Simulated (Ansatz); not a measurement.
Consider InCuS2 in the chalcopyrite structure (space group I-42d, No. 122; a = 5.577 Å, c = 11.234 Å).

All numbers come from PBE (Ansatz, a quantum-chemistry and plane-wave program; PAW; 420 eV plane waves; without spin-orbit coupling).

It is then changed as follows: cell and atoms relaxed at a pressure of 15 GPa.

Question: Estimate the effect on the valley order.

Answer: The valley order (the lowest conduction-band minima on the path, energy above the VBM, named in the base's zone) comes out as Γ 0.38 eV; X (0, 0, 1/2) 1.50 eV; M (1/2, 1/2, 1/2) 1.87 eV.

Question: What happens to the electron mass?

Answer: The electron mass is 0.081 mₑ along c, 0.066 mₑ across (at Γ).

The levels and masses belong to the bands next to the band gap. Load acts through the strain it causes; cell and atoms are relaxed under it. Effective masses come from finite differences of ±0.01 Å⁻¹. Stability against distortions was not tested. Competing high-pressure phases were not computed. The final runs are not spin-polarised.
